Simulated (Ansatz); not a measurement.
Structure: AlGa₃As₄ as one 8-atom ordering (P-43m) on the zincblende lattice, at its r2SCAN minimum. Space group P-43m (No. 215), cubic; a = 5.670 Å in the conventional setting, 22.79 Å³ an atom. Around Al lie 4 As at 2.45 Å; around As lie 1 Al at 2.45 Å and 3 Ga at 2.46 Å; around Ga lie 4 As at 2.46 Å.

```
Al As Ga
1.0
     5.67003    0.00000    0.00000
     0.00000    5.67003    0.00000
     0.00000    0.00000    5.67003
Al As Ga
1 4 3
Direct
  0.00000 0.00000 0.00000
  0.24974 0.24974 0.24974
  0.75026 0.75026 0.24974
  0.75026 0.24974 0.75026
  0.24974 0.75026 0.75026
  0.50000 0.50000 0.00000
  0.50000 0.00000 0.50000
  0.00000 0.50000 0.50000
```

The questions ask for values computed with Ansatz on this geometry. The calculation is spin-unpolarised, and the structure need not be a phase that has been made.

(1) What gap does PBE give, and where are the band edges?

(2) What does r2SCAN give for the gap (4×4×4 mesh)?

(3) How does the gap change from PBE to HSE06 (4×4×4)?

(4) How does the gap change from PBE to PBE0 (4×4×4)?

## Answers

(1) With PBE the gap is 0.80 eV and direct, at Γ.

(2) r2SCAN gives a direct gap of 1.30 eV at Γ. The gap differs by +0.50 eV from PBE's.

(3) HSE06 gives a direct gap of 1.67 eV at Γ. The gap differs by +0.87 eV from PBE's.

(4) PBE0 gives a direct gap of 2.25 eV at Γ. The gap differs by +1.45 eV from PBE's.

The runs are scalar-relativistic, without spin-orbit coupling.

The meshes of the hybrids are coarse, so their gaps aren't converged to the digits shown.
